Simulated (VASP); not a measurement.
Crystal: Sn.

```
Sn
1.0
     0.00000    3.23334    3.23334
     3.23334    0.00000    3.23334
     3.23334    3.23334    0.00000
Sn
2
Direct
  0.75000 0.75000 0.75000
  0.50000 0.50000 0.50000
```

This isn't the form of Sn at room conditions, which is tetragonal (white tin).

Base run:

| Property | Result |
| --- | --- |
| Program | VASP 6.6.1 |
| Functional | PBE |
| Potentials or basis | VASP PAW PBE potentials, release 64 (Sn_d) |
| Cutoff | 520 eV |
| k mesh | 7 × 7 × 7 |
| Occupations | fermi-dirac, width 0.05 eV |
| Spin | no spin polarisation |

Its results: band gap on the k mesh none (metal or under the smearing width); pressure 3.8 GPa.

**Question.** The run is repeated on the same cell with these changes: functional from PBE to PBEsol. What comes out?

**Answer.** Band gap on the k mesh none (metal or under the smearing width); pressure 1.5 GPa.

PBEsol binds more tightly than PBE, so the same cell stands under less pressure.

Caveats: the PAW data sets were made with another functional, which shifts forces and pressure a little (some runs).

Not every run made on this cell is shown here.
